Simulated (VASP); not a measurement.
Wanted: the native input for a VASP 6.6.1 run.

```yaml
Task: relaxation of cell and atoms
Functional: PBEsol
Potentials_or_basis: VASP PAW PBE potentials, release 64 (Cu, O)
Cutoff: 600 eV
k_mesh: 6 × 6 × 6
Occupations: gaussian, width 0.03 eV
Spin: no spin polarisation
Further_INCAR_settings: ALGO = Normal; EDIFF = 1e-06; IBRION = 2; EDIFFG = -0.01; NSW = 90; ISIF = 3
```

The structure of Cu2O lies in POSCAR:

```
Cu2O
1.0
    4.2600000000      0.0000000000      0.0000000000
    0.0000000000      4.2600000000      0.0000000000
    0.0000000000      0.0000000000      4.2600000000
Cu O
4 2
Direct
    0.2500000000      0.2500000000      0.2500000000
    0.2500000000      0.7500000000      0.7500000000
    0.7500000000      0.7500000000      0.2500000000
    0.7500000000      0.2500000000      0.7500000000
    0.0000000000      0.0000000000      0.0000000000
    0.5000000000      0.5000000000      0.5000000000
```

These files were run (other wordings do the same):

INCAR

```
SYSTEM = Cu2O
PREC = Accurate
ENCUT = 600
EDIFF = 1E-6
ISMEAR = 0
SIGMA = 0.03
LREAL = .False.
LASPH = .True.
NELM = 80
ALGO = Normal
ISIF = 3
LWAVE = .False.
LCHARG = .False.
GGA = PS
IBRION = 2
NSW = 90
EDIFFG = -0.01
KPAR = 2
```

KPOINTS

```
Automatic mesh
0
Gamma
  6 6 6
  0 0 0
```

Potentials or basis: VASP PAW PBE potentials, release 64 (Cu, O).

Run with:

```sh
$ cat potpaw_PBE.64/Cu/POTCAR potpaw_PBE.64/O/POTCAR > POTCAR
$ mpirun -np 2 vasp_std > vasp.out
```

Results of the run:

| Property | Result |
| --- | --- |
| Relaxed volume | 12.62 Å³/atom |
| Relaxed cell | a = 4.231 Å, b = 4.231 Å, c = 4.231 Å, α = 90.00°, β = 90.00°, γ = 90.00° |
| Space group after relaxing (to 0.05 Å) | Pn-3m (No. 224) |
| Energy gained by relaxing | 2.1 meV/atom |
| Ionic steps | 3 |
| Pressure after relaxing | 0.0 GPa |
| Band gap on the k mesh | 0.55 eV, direct |

Caveat: the PAW data sets were made with another functional, which shifts forces and pressure a little.

Run time: 49 s on 2 MPI ranks on AMD EPYC 9R45 96-Core Processor (Zen 5), on a shared host, peak memory 0.2 GiB a rank.
